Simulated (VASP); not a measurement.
A run of VASP 6.6.1 is set up as follows.

The input INCAR:

```
PREC     = Accurate       # precision mode
ENCUT    = 600            # plane-wave cutoff, eV
EDIFF    = 1E-7           # SCF threshold, eV
ISMEAR   = 0              # smearing method
SIGMA    = 0.02           # smearing width, eV
LREAL    = F              # projectors in reciprocal space
LASPH    = T              # aspherical terms in the spheres
NELM     = 100            # most SCF steps
ALGO     = Fast           # electronic algorithm
ISIF     = 3              # what is computed and relaxed
LWAVE    = F              # write WAVECAR
LCHARG   = F              # write CHGCAR
GGA      = PE             # functional
IBRION   = 2              # ionic algorithm
NSW      = 100            # ionic steps
EDIFFG   = -0.01          # ionic threshold
```

File KPOINTS:

```
Automatic mesh
0
Gamma
  8 8 8
```

Contents of POSCAR:

```
BeSe
1.0
    0.0000000000      2.5894353021      2.5894353021
    2.5894353021      0.0000000000      2.5894353021
    2.5894353021      2.5894353021      0.0000000000
Be Se
1 1
Direct
    0.7500000000      0.7500000000      0.7500000000
    0.0000000000      0.0000000000      0.0000000000
```

Potentials or basis: VASP PAW PBE potentials, release 64 (Be, Se).

Command:

```console
$ cat potpaw_PBE.64/Be/POTCAR potpaw_PBE.64/Se/POTCAR > POTCAR
$ mpirun -np 1 vasp_std > vasp.out
```

(1) Estimate the band gap on the k mesh.

(2) Predict the space group after relaxing (to 0.05 Å).

## Answers

(1) 2.67 eV, indirect (least direct gap 4.20 eV).

(2) F-43m (No. 216).
